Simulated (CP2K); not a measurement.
Runs of CP2K 2026.2 on HfO2. The typed cell holds 6 atoms: a = 3.617 Å, b = 3.617 Å, c = 5.115 Å, α = 90.00°, β = 90.00°, γ = 90.00°. 

| level | U | PLUS_U_METHOD | gap on the mesh (eV) | largest force (eV/Å) |
| --- | --- | --- | --- | --- |
| PBE | - | - | (b) | 4.05 |
| PBE+U | Hf d U = 8.0 eV | MULLIKEN | 4.70 | 4.81 |
| PBE+U | Hf d U = 2.0 eV | MULLIKEN | 3.88 | 4.27 |
| PBE+U | Hf d U = 4.0 eV | MULLIKEN | (c) | 4.48 |
| PBE+U | Hf d U = 6.0 eV | MULLIKEN | 4.79 | (a) |

Alike in all rows: task single point; potentials or basis GTH_POTENTIALS Hf GTH-PBE-q12, O GTH-PBE-q6; DZVP-MOLOPT-SR-GTH basis; no spin polarisation; cell all atoms moved at random; k mesh 6 × 6 × 4; smearing fermi-dirac 0.05 eV.

Fill in the values left out.

(a) 4.65; (b) 3.27; (c) 4.46.

Caveats: spin-orbit coupling is left out, which moves the levels of the heavy elements; the basis of atomic orbitals isn't converged, which shifts pressures, moduli and gaps; forces of over 1 eV/Å show positions far from the minimum, so gaps and moduli don't describe the material at rest; this program's U acts on Mulliken populations of all basis functions of the shell, so it isn't the U of plane-wave codes (some runs); energies scatter by some meV and the pressure isn't listed (some runs).

A k mesh can miss the band edges, and the runs leave out spin-orbit coupling on Hf.
